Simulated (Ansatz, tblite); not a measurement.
# ZnF$_{2}$ with GFN2-xTB from a Python script

These are simulated results from tblite 0.8.0, not measurements. The cell began as a measured structure and was relaxed with r2SCAN in plane waves (Ansatz 0.2.0). All runs are without spin polarisation.

It is tetragonal, P4_2/mnm (No. 136); conventional cell a = 4.703 Å, c = 3.127 Å, 11.53 Å³ an atom. Zn is surrounded by 6 F at 2.02–2.04 Å; F is surrounded by 3 Zn at 2.02–2.04 Å.

tblite solves periodic systems at the zone centre alone, so the script builds a cluster of 2×2×3 conventional cells (72 atoms), which folds in a coarse mesh of k points.

run.py reads:

```python
import json
from ase import Atoms
from ase.build import make_supercell
from ase.units import Bohr, GPa, Hartree
from tblite.interface import Calculator

atoms = Atoms(['Zn', 'Zn', 'F', 'F', 'F', 'F'],
              cell=[[4.70336225, 0.0, 0.0], [0.0, 4.70336225, 0.0], [0.0, 0.0, 3.12678825]],
              scaled_positions=[[0.0, 0.0, 0.0], [0.5, 0.5, 0.5], [0.303190551, 0.303190551, 0.0], [0.196809449, 0.803190551, 0.5], [0.696809449, 0.696809449, 0.0], [0.803190551, 0.196809449, 0.5]],
              pbc=True)
cluster = make_supercell(atoms, [[2, 0, 0], [0, 2, 0], [0, 0, 3]])
calc = Calculator('GFN2-xTB', cluster.numbers, cluster.positions / Bohr, lattice=cluster.cell[:] / Bohr, periodic=cluster.pbc)
calc.set('temperature', 0.02 / Hartree)
calc.set('max-iter', 150)
res = calc.singlepoint()
levels = res.get('orbital-energies') * Hartree
nv = round(res.get('orbital-occupations').sum() / 2)
cells = len(cluster) // len(atoms)
out = {'energy_per_cell': res.get('energy') * Hartree / cells, 'homo': levels[nv - 1], 'lumo': levels[nv],
       'stress': (-res.get('virial') * Hartree / cluster.get_volume() / GPa).tolist(), 'charges': res.get('charges')[:len(atoms)].tolist(), 'electrons': 2 * nv / cells}
json.dump(out, open('results.json', 'w'))
for key, value in out.items():
    print(key, value)
```

Command: `python run.py`. It took 6.3 s on 1 thread of Arm Neoverse V1, on a shared host, peak memory 0.1 GiB.

The log:

```
------------------------------------------------------------
  cycle        total energy    energy error   density error
------------------------------------------------------------
      1     -232.1766149698  -2.3226504E+02   3.9181873E-01
      2     -243.5990700875  -1.1422455E+01   1.8460138E-01
      3     -243.9747040727  -3.7563399E-01   1.3112610E-01
      4     -242.7627921531   1.2119119E+00   1.1343411E-01
      5     -244.0390760055  -1.2762839E+00   3.3393282E-02
      6     -244.1206069341  -8.1530929E-02   2.1486159E-03
      7     -244.1133776446   7.2292895E-03   9.9083442E-03
      8     -244.1205659662  -7.1883216E-03   1.4856409E-03
      9     -244.1206828803  -1.1691413E-04   5.1375144E-04
     10     -244.1206972755  -1.4395157E-05   1.1693621E-04
     11     -244.1206980440  -7.6850648E-07   2.1969637E-05
     12     -244.1206980681  -2.4108118E-08   8.8226366E-06
------------------------------------------------------------

 total:                                   5.569 sec
energy_per_cell -553.5718793057193
homo -14.774764522926777
lumo -9.065185524134467
stress [[-6.365236626738925, 9.785343067473401e-08, 1.6288625921787893e-07], [9.785343068296234e-08, -6.3652366267389295, 1.6288626273990045e-07], [1.6288625931928339e-07, 1.6288626270647232e-07, -3.790266145757691]]
charges [0.41382192834334364, 0.41382257078929185, -0.20691127336043302, -0.20691116709116475, -0.2069112445391703, -0.2069111670911732]
electrons 32.0
```

The cycle table is in hartree for the whole cluster, and the lines after it are in eV (the energy for one cell). The printed stress is in GPa and positive in compression, and the pressure is its mean diagonal.

GFN2-xTB gives a gap of 5.71 eV. On the same cell, plane-wave PBE (Ansatz, 6×6×8 k points and the special points) gives a gap of 3.58 eV and r2SCAN a gap of 4.28 eV; on shared hosts these took about 7.5 and 20 core-seconds on the 6-atom cell, against 6.3 for the script. Semilocal gaps usually lie below measured ones. xTB was fitted to molecules, so gaps, charges and pressures of solids can be far off, and the gap also depends on the size of the cluster.

The same script was run on cells scaled at fixed shape and fractional coordinates:

```json
{"volume (Å³/atom)": "10.14", "energy (meV/atom)": "-22.2", "pressure (GPa, positive in compression)": "0.97", "gap (eV)": "7.56"}
{"volume (Å³/atom)": "10.84", "energy (meV/atom)": "-18.0", "pressure (GPa, positive in compression)": "-2.70", "gap (eV)": "6.56"}
{"volume (Å³/atom)": "11.53", "energy (meV/atom)": "0.0", "pressure (GPa, positive in compression)": "-5.51", "gap (eV)": "5.71"}
{"volume (Å³/atom)": "12.22", "energy (meV/atom)": "28.4", "pressure (GPa, positive in compression)": "-7.57", "gap (eV)": "4.99"}
{"volume (Å³/atom)": "12.91", "energy (meV/atom)": "64.5", "pressure (GPa, positive in compression)": "-9.10", "gap (eV)": "4.37"}
```

A Birch-Murnaghan fit puts the minimum at 10.31 Å³/atom, 10.6 % below the given cell, with a bulk modulus of 59.5 GPa at fixed shape.

xTB was fitted mostly to molecules, and a small cluster samples few k points, so gaps, pressures and kinks along a curve can be far from a solid's.
